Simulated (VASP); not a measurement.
Ga, 1 atom in the cell. The structure is tetragonal, space group I4/mmm (No. 139). The conventional cell has a = 2.769 Å, b = 2.769 Å, c = 4.622 Å, α = 90.00°, β = 90.00°, γ = 90.00°. Ga (site symmetry 4/mmm) is surrounded by 12 Ga at 2.77 to 3.03 Å. This isn't the form of Ga at room conditions, which is orthorhombic.

```yaml
Program: VASP 6.6.1
Task: single point
Functional: PBE
Potentials_or_basis: VASP PAW PBE potentials, release 64 (Ga_d)
Cutoff: 900 eV
k_mesh: 17 × 17 × 17
Occupations: methfessel-paxton, width 0.1 eV
Spin: no spin polarisation
Further_INCAR_settings: ADDGRID = False; ALGO = Normal; EDIFF = 1e-08
```

Potentials or basis: VASP PAW PBE potentials, release 64 (Ga_d).

Run with:

```bash
$ cat potpaw_PBE.64/Ga_d/POTCAR > POTCAR
$ mpirun -np 1 vasp_std > vasp.out
```

Hardware: 1 thread of Intel(R) Xeon(R) 6975P-C (Granite Rapids) (shared host).

**Question.** Estimate the wall time of this run.

**Answer.** It took 59 s on 1 thread of Intel(R) Xeon(R) 6975P-C (Granite Rapids), with other jobs on the host, peak memory 0.3 GiB. Counts: scf iterations 13, k points 405.
